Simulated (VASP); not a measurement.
# EuO (Fm-3m) in VASP: notebook, part 2 of 2

VASP 6.6.1. Earlier steps stand in the parts before.

## Step 3: Single point, PBE+U, collinear spin, antiferromagnetic start

The input, INCAR:

```
ALGO = Normal ; EDIFF = 1E-6
ENCUT = 600 ; GGA = PE
GGA_COMPAT = F ; ISIF = 2
ISMEAR = -1 ; ISPIN = 2
LASPH = T ; LCHARG = F
LDAU = T ; LDAUJ = 0 0
LDAUL = 3 -1 ; LDAUPRINT = 1
LDAUTYPE = 2 ; LDAUU = 5.3 0
LMAXMIX = 6 ; LORBIT = 11
LREAL = F ; LWAVE = F
MAGMOM = 7 -7 0 0 ; NBANDS = 35
NELM = 200 ; PREC = Accurate
SIGMA = 0.03
```

The input, KPOINTS:

```
k-points
0
Gamma
  6 6 3
```

The input, POSCAR:

```
EuO
1.0
    0.0000000000      2.5719500000      2.5719500000
    2.5719500000      0.0000000000      2.5719500000
    5.1439000000      5.1439000000      0.0000000000
Eu O
2 2
Direct
    0.0000000000      0.0000000000      0.0000000000
    0.0000000000      0.0000000000      0.5000000000
    0.5000000000      0.5000000000      0.2500000000
    0.5000000000      0.5000000000      0.7500000000
```

Potentials or basis: VASP PAW PBE potentials, release 64 (Eu, O).

Command:

```bash
$ cat potpaw_PBE.64/Eu/POTCAR potpaw_PBE.64/O/POTCAR > POTCAR
$ mpirun -np 1 vasp_std > vasp.out
```

OUTCAR:

```text
EDIFF = 1E-6
   ENCUT = 600
   GGA = PE
   ISIF = 2
   ISMEAR = -1
   ISPIN = 2
   LASPH = T
   LORBIT = 11
   LREAL = F
   NELM = 200
   PREC = Accurate

 ion  position               nearest neighbor table
   1  0.000  0.000  0.000-   4 2.57   3 2.57   4 2.57   3 2.57   4 2.57   3 2.57
   2  0.000  0.000  0.500-   3 2.57   3 2.57   4 2.57   3 2.57   4 2.57   4 2.57
   3  0.500  0.500  0.250-   1 2.57   1 2.57   2 2.57   1 2.57   2 2.57   2 2.57
   4  0.500  0.500  0.750-   2 2.57   1 2.57   2 2.57   1 2.57   2 2.57   1 2.57

  LATTYP: Found a trigonal (rhomboedric) cell.
 ALAT       =     6.2999651440
 COS(alpha) =     0.8333333333

[... 1567 lines left out ...]
     5.143900000  5.143900000  0.000000000     0.097202512  0.097202512 -0.097202512

 POSITION                                       TOTAL-FORCE (eV/Angst)
 -----------------------------------------------------------------------------------
      0.00000      0.00000      0.00000         0.000000      0.000000      0.000000
      2.57195      2.57195      0.00000        -0.000000     -0.000000      0.000000
      2.57195      2.57195      2.57195         0.000000      0.000000     -0.000000
      5.14390      5.14390      2.57195        -0.000000     -0.000000      0.000000
 -----------------------------------------------------------------------------------
    total drift:                                0.000000      0.000000      0.000000

  FREE ENERGIE OF THE ION-ELECTRON SYSTEM (eV)
  ---------------------------------------------------
  free  energy   TOTEN  =       -42.3609694170 eV

  energy  without entropy=      -42.3608355677  energy(sigma->0) =      -42.36090249

 total charge

# of ion       s       p       d       f       tot
--------------------------------------------------
    1        2.033   5.802   0.299   6.816  14.950
    2        2.033   5.802   0.299   6.816  14.950
    3        1.551   3.408   0.000   0.000   4.960
    4        1.551   3.408   0.000   0.000   4.960
--------------------------------------------------
tot          7.168  18.421   0.598  13.633  39.819

 magnetization (x)

# of ion       s       p       d       f       tot
--------------------------------------------------
    1       -0.014  -0.114   0.044   6.781   6.696
    2        0.014   0.114  -0.044  -6.781  -6.696
    3        0.000   0.000   0.000   0.000   0.000
    4        0.000   0.000   0.000   0.000   0.000
--------------------------------------------------
tot          0.000   0.000   0.000   0.000   0.000
```

OSZICAR:

```text
N       E                     dE             d eps       ncg     rms          rms(c)
DAV:   1     0.438498176024E+03    0.43850E+03   -0.17681E+04  3120   0.658E+03
DAV:   2     0.852225090680E+02   -0.35328E+03   -0.29011E+03  3165   0.559E+02
DAV:   3    -0.206248806671E+02   -0.10585E+03   -0.10193E+03  3537   0.274E+02
[... 11 lines left out ...]
DAV:  15    -0.423609234796E+02   -0.10699E-03   -0.41272E-04  4096   0.180E-01    0.136E-01
DAV:  16    -0.423609576778E+02   -0.34198E-04   -0.14969E-04  3976   0.107E-01    0.109E-01
DAV:  17    -0.423609664048E+02   -0.87270E-05   -0.60720E-05  4280   0.724E-02    0.677E-02
DAV:  18    -0.423609684543E+02   -0.20495E-05   -0.20471E-05  3792   0.254E-02    0.447E-02
DAV:  19    -0.423609694170E+02   -0.96274E-06   -0.75608E-06  3272   0.247E-02
   1 F= -.42360969E+02 E0= -.42360902E+02  d E =-.133849E-03  mag=    -0.0000
```

stdout:

```text
POSCAR found type information on POSCAR EuO
 POSCAR found :  2 types and       4 ions
 scaLAPACK will be used
 LDA part: xc-table for (Slater+PW92), standard interpolation
 -----------------------------------------------------------------------------
|                                                                             |
|           W    W    AA    RRRRR   N    N  II  N    N   GGGG   !!!           |
|           W    W   A  A   R    R  NN   N  II  NN   N  G    G  !!!           |
|           W    W  A    A  R    R  N N  N  II  N N  N  G       !!!           |
|           W WW W  AAAAAA  RRRRR   N  N N  II  N  N N  G  GGG   !            |
|           WW  WW  A    A  R   R   N   NN  II  N   NN  G    G                |
|           W    W  A    A  R    R  N    N  II  N    N   GGGG   !!!           |
|                                                                             |
|     Your reciprocal lattice and k-lattice belong to different lattice       |
|     classes:                                                                |
|                                                                             |
|        The reciprocal lattice is rhombohedral (trigonal),                   |
|        whereas your k-lattice is body-centered cubic.                       |
|                                                                             |
|     Results are often still useful ...                                      |
|                                                                             |
 -----------------------------------------------------------------------------

 POSCAR, INCAR and KPOINTS ok, starting setup
 FFT: planning ... GRIDC
 FFT: planning ... GRID_SOFT
 FFT: planning ... GRID
 WAVECAR not read
 entering main loop
```

Wall time 5.4 min (1 thread of Intel Xeon 8259CL, shared host); peak memory 0.31 GiB.

Results:

| Quantity | Value |
| --- | --- |
| Free energy | -42.3610 eV |
| Pressure | 1.3 GPa |
| Band gap on the k mesh | 0.34 eV |
| Net moment | 0.00 μB per cell |
| Site moments | Eu +6.70, -6.70; O +0.00 μB |
| Valence electrons inside the program's atomic spheres | Eu 14.95; O 4.96 |

Levels at points of the mesh, in eV from the valence-band top:
Spin up:
```csv
k point,band 20,band 21,band 22,band 23,band 24,band 25,band 26,band 27
"(0.00, 0.00, 0.00)",-0.20,-0.06,0.00,0.00,1.25,3.18,3.31,3.31
"(0.50, 0.00, 0.00)",-0.30,-0.25,-0.14,-0.07,0.34,3.78,5.04,6.04
```
Spin down:
| k point | band 19 | band 20 | band 21 | band 22 | band 23 | band 24 | band 25 | band 26 | band 27 | band 28 |
| --- | --- | --- | --- | --- | --- | --- | --- | --- | --- | --- |
| (0.00, 0.00, 0.00) | -0.33 | -0.20 | -0.06 | 0.00 | 0.00 | 1.25 | 3.18 | 3.31 | 3.31 | 4.00 |
| (0.50, 0.00, 0.00) | -0.32 | -0.30 | -0.25 | -0.14 | -0.07 | 0.34 | 3.78 | 5.04 | 6.04 | 6.15 |

Eigenvalues of the final occupation matrices:
| site | spin | trace | eigenvalues |
| --- | --- | --- | --- |
| site 1 f | 1 | 6.81 | 0.96 0.97 0.97 0.97 0.98 0.98 0.98 |
| site 1 f | 2 | 0.02 | 0.00 0.00 0.00 0.00 0.00 0.00 0.00 |
| site 2 f | 1 | 0.02 | 0.00 0.00 0.00 0.00 0.00 0.00 0.00 |
| site 2 f | 2 | 6.81 | 0.96 0.97 0.97 0.97 0.98 0.98 0.98 |

Caveat: spin-orbit coupling is left out, which moves the levels of the heavy elements; an odd mesh through Γ misses points on the zone boundary, where band edges can lie. The state reached can hang on the start; a lower one may exist.

## Step 4: Single point, PBE+U, collinear spin, ferromagnetic start

The input, INCAR:

```
SYSTEM = EuO
  PREC = Accurate
  ENCUT = 600
  EDIFF = 1E-6
  ISMEAR = -1
  SIGMA = 0.03
  LREAL = .False.
  LASPH = .True.
  NELM = 200
  ALGO = Normal
  ISIF = 2
  LWAVE = .False.
  LCHARG = .False.
  ISPIN = 2
  MAGMOM = 7.42 7.42 -0.09 -0.09
  LORBIT = 11
  LMAXMIX = 6
  LDAU = .True.
  LDAUTYPE = 2
  LDAUL = 3 -1
  LDAUU = 5.3 0
  LDAUJ = 0 0
  LDAUPRINT = 1
  GGA = PE
  NBANDS = 35
  GGA_COMPAT = .False.
```

The input, KPOINTS:

```
regular mesh
0
Gamma
  6 6 3
  0 0 0
```

POSCAR is that of step 3.

Potentials or basis: VASP PAW PBE potentials, release 64 (Eu, O).

Command:

```bash
$ cat potpaw_PBE.64/Eu/POTCAR potpaw_PBE.64/O/POTCAR > POTCAR
$ mpirun -np 1 vasp_std > vasp.out
```

OUTCAR:

```text
SYSTEM = EuO
   PREC = Accurate
   ENCUT = 600
   EDIFF = 1E-6
   ISMEAR = -1
   LREAL = .False.
   LASPH = .True.
   NELM = 200
   ISIF = 2
   ISPIN = 2
   LORBIT = 11
   GGA = PE

 ion  position               nearest neighbor table
   1  0.000  0.000  0.000-   4 2.57   3 2.57   4 2.57   3 2.57   4 2.57   3 2.57
   2  0.000  0.000  0.500-   3 2.57   3 2.57   4 2.57   3 2.57   4 2.57   4 2.57
   3  0.500  0.500  0.250-   1 2.57   1 2.57   2 2.57   1 2.57   2 2.57   2 2.57
[... 1570 lines left out ...]
     2.571950000  0.000000000  2.571950000     0.194405023 -0.194405023  0.194405023
     5.143900000  5.143900000  0.000000000     0.097202512  0.097202512 -0.097202512

 POSITION                                       TOTAL-FORCE (eV/Angst)
 -----------------------------------------------------------------------------------
      0.00000      0.00000      0.00000         0.000000      0.000000      0.000000
      2.57195      2.57195      0.00000         0.000000     -0.000000      0.000000
      2.57195      2.57195      2.57195         0.000000     -0.000000     -0.000000
      5.14390      5.14390      2.57195        -0.000000      0.000000     -0.000000
 -----------------------------------------------------------------------------------
    total drift:                                0.000000      0.000000      0.000000

  FREE ENERGIE OF THE ION-ELECTRON SYSTEM (eV)
  ---------------------------------------------------
  free  energy   TOTEN  =       -42.4153457950 eV

  energy  without entropy=      -42.4136826449  energy(sigma->0) =      -42.41451422

 total charge

# of ion       s       p       d       f       tot
--------------------------------------------------
    1        2.032   5.798   0.312   6.796  14.938
    2        2.032   5.798   0.312   6.796  14.938
    3        1.551   3.407   0.000   0.000   4.958
    4        1.551   3.407   0.000   0.000   4.958
--------------------------------------------------
tot          7.167  18.409   0.624  13.591  39.791

 magnetization (x)

# of ion       s       p       d       f       tot
--------------------------------------------------
    1       -0.014  -0.112   0.079   6.761   6.714
    2       -0.014  -0.112   0.079   6.761   6.714
    3       -0.005  -0.091   0.000   0.000  -0.096
    4       -0.005  -0.091   0.000   0.000  -0.096
--------------------------------------------------
tot         -0.038  -0.407   0.158  13.523  13.236
```

OSZICAR:

```text
N       E                     dE             d eps       ncg     rms          rms(c)
DAV:   1     0.426085180761E+03    0.42609E+03   -0.18373E+04  3240   0.670E+03
DAV:   2     0.744408550900E+02   -0.35164E+03   -0.27848E+03  3281   0.516E+02
DAV:   3    -0.219632612899E+02   -0.96404E+02   -0.93595E+02  3438   0.254E+02
[... 12 lines left out ...]
DAV:  16    -0.424153484718E+02   -0.10792E-03   -0.15294E-04  3616   0.939E-02    0.763E-01
DAV:  17    -0.424153785153E+02   -0.30043E-04   -0.12246E-04  3784   0.196E-01    0.444E-01
DAV:  18    -0.424153447595E+02    0.33756E-04   -0.10832E-04  3848   0.754E-02    0.915E-02
DAV:  19    -0.424153451846E+02   -0.42512E-06   -0.28137E-05  3800   0.412E-02    0.538E-02
DAV:  20    -0.424153457950E+02   -0.61039E-06   -0.67533E-06  3104   0.146E-02
   1 F= -.42415346E+02 E0= -.42414514E+02  d E =-.166315E-02  mag=    14.0000
```

Run time: 6.6 min. Hardware: 1 thread of Intel Xeon 8259CL, shared host; peak memory 0.31 GiB.

What came out:

```
Free energy                                           : -42.4153 eV
Pressure                                              : 0.6 GPa
Band gap on the k mesh                                : zero (filled and empty bands overlap)
Net moment                                            : 14.00 μB per cell
Site moments                                          : Eu +6.71; O -0.10 μB
Valence electrons inside the program's atomic spheres : Eu 14.94; O 4.96
```

Eigenvalues of the final occupation matrices:
```tsv
site	spin	trace	eigenvalues
site 1 f	1	6.79	0.96 0.97 0.97 0.97 0.97 0.97 0.97
site 1 f	2	0.02	0.00 0.00 0.00 0.00 0.00 0.00 0.00
site 2 f	1	6.79	0.96 0.97 0.97 0.97 0.97 0.97 0.97
site 2 f	2	0.02	0.00 0.00 0.00 0.00 0.00 0.00 0.00
```

Caveat: spin-orbit coupling is left out, which moves the levels of the heavy elements.

## Step 5: Single point, PBE+U, collinear spin, ferromagnetic start

The input, INCAR:

```
SYSTEM = EuO
ALGO = Normal
EDIFF = 1E-6
ENCUT = 600
GGA = PE
GGA_COMPAT = .FALSE.
ISIF = 2
ISMEAR = -1
ISPIN = 2
LASPH = .TRUE.
LCHARG = .FALSE.
LDAU = .TRUE.
LDAUJ = 0 0
LDAUL = 3 -1
LDAUPRINT = 1
LDAUTYPE = 2
LDAUU = 5.3 0
LMAXMIX = 6
LORBIT = 11
LREAL = .FALSE.
LWAVE = .FALSE.
MAGMOM = 0.7 0.7 0 0
NBANDS = 35
NELM = 200
PREC = Accurate
SIGMA = 0.03
```

The input, KPOINTS:

```
k-points
0
G
  6 6 3
  0 0 0
```

POSCAR is that of step 4.

Command:

```bash
$ cat potpaw_PBE.64/Eu/POTCAR potpaw_PBE.64/O/POTCAR > POTCAR
$ mpirun -np 1 vasp_std > vasp.out
```

Run time: 16 min. Hardware: 1 thread of Intel Xeon 8259CL, shared host; peak memory 0.32 GiB.

The run converged. Its results:

* Free energy: -42.4153 eV
* Pressure: 0.6 GPa
* Band gap on the k mesh: zero (filled and empty bands overlap)
* Net moment: 14.00 μB per cell
* Site moments: Eu +6.71; O -0.10 μB
* Valence electrons inside the program's atomic spheres: Eu 14.94; O 4.96

Levels at points of the mesh, in eV from the Fermi level:
Spin up:
```tsv
k point	band 28	band 29	band 30	band 31	band 32	band 33
(0.00, 0.00, 0.00)	0.02	0.02	0.02	0.72	2.77	2.77
(0.50, 0.00, 0.00)	-0.44	-0.20	-0.14	-0.14	3.35	4.52
```
Spin down:
| k point | band 12 | band 13 | band 14 | band 15 | band 16 | band 17 | band 18 | band 19 | band 20 | band 21 |
| --- | --- | --- | --- | --- | --- | --- | --- | --- | --- | --- |
| (0.00, 0.00, 0.00) | -3.91 | -3.91 | -2.77 | -2.77 | -2.77 | 1.56 | 3.75 | 3.75 | 3.75 | 4.01 |
| (0.50, 0.00, 0.00) | -3.91 | -3.91 | -2.83 | -2.73 | -2.73 | 0.71 | 4.01 | 5.41 | 6.19 | 6.56 |

Eigenvalues of the final occupation matrices:
| site | spin | trace | eigenvalues |
| --- | --- | --- | --- |
| site 1 f | 1 | 6.79 | 0.96 0.97 0.97 0.97 0.97 0.97 0.97 |
| site 1 f | 2 | 0.02 | 0.00 0.00 0.00 0.00 0.00 0.00 0.00 |
| site 2 f | 1 | 6.79 | 0.96 0.97 0.97 0.97 0.97 0.97 0.97 |
| site 2 f | 2 | 0.02 | 0.00 0.00 0.00 0.00 0.00 0.00 0.00 |

Caveat: spin-orbit coupling is left out, which moves the levels of the heavy elements. The state reached can hang on the start; a lower one may exist.

## Step 6: Against experiment

Step 2. A measured gap of EuO is 1.115 eV (optical; 300 K; a printed reference work, monograph); the calculated 0.00 eV misses it by -1.11 eV. So large a miss can be the level of theory's own, or it may mean another phase, state or a wrong row. Spin-orbit coupling on Eu is left out. The value is that of PBE+U on a finite k mesh, which can miss the band edges, without temperature or zero-point motion. The run's magnetic order (collinear spin, ferromagnetic start) needn't be the measured crystal's.

Step 4. Measured gap of EuO: 1.115 eV (optical; 300 K; a printed reference work, monograph). This calculation gives 0.00 eV (-1.11 eV). So large a miss can be the level of theory's own, or it may mean another phase, state or a wrong row. Spin-orbit coupling on Eu is left out. The value is that of PBE+U on a finite k mesh, which can miss the band edges, without temperature or zero-point motion. The run's magnetic order (collinear spin, ferromagnetic start) needn't be the measured crystal's.
